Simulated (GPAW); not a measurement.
## Equation of state of Ti3Ni under PBEsol

```cif
data_structure
_symmetry_space_group_name_H-M 'Pm-3m'
_symmetry_Int_Tables_number 221
_cell_length_a 3.9352
_cell_length_b 3.9352
_cell_length_c 3.9352
_cell_angle_alpha 90.000
_cell_angle_beta 90.000
_cell_angle_gamma 90.000
_cell_volume 60.94
loop_
_atom_site_label
_atom_site_type_symbol
_atom_site_symmetry_multiplicity
_atom_site_Wyckoff_symbol
_atom_site_fract_x
_atom_site_fract_y
_atom_site_fract_z
_atom_site_occupancy
Ni1 Ni 1 a 0.00000 0.00000 0.00000 1
Ti1 Ti 3 c 0.50000 0.50000 0.00000 1
```

The cell comes from a database or a generator and needn't be the stable form of this composition.

The cell was scaled at fixed shape and fractions and run with GPAW, PAW data sets generated for this functional, cutoff 600 eV; PBEsol, k mesh 7 × 7 × 7 on the cell of 4 atoms, fermi-dirac occupations of 0.05 eV, collinear spin, ferromagnetic start, no spin-orbit coupling. Energies are those that the program minimises, any entropy of the smearing included. For a metal such a mesh isn't converged to the digits shown. The moments vanished.

```tsv
V (Å³/atom)	energy over the lowest row (meV/atom)
14.3206	4.62
14.6253	0.00
14.9299	1.03
15.2346	7.23
15.5393	17.89
15.8440	?
16.1487	51.53
```

**Question.** Fit the third-order Birch-Murnaghan form, give V0, B0 and B′, and predict the energy left open.

**Answer.** With y = (V0/V)^(2/3), E = E0 + (9 V0 B0/16) [(y - 1)³ B′ + (y - 1)² (6 - 4y)]. Least squares through the rows shown give V0 = 14.7180 Å³/atom, E0 = -0.24 meV, B0 = 138.8 GPa (1 eV/Å³ = 160.218 GPa) and B′ = 3.88, with a largest miss of 0.04 meV. At V = 15.8440 the form with these constants gives 32.85 meV; the run gave 32.82 meV an atom.
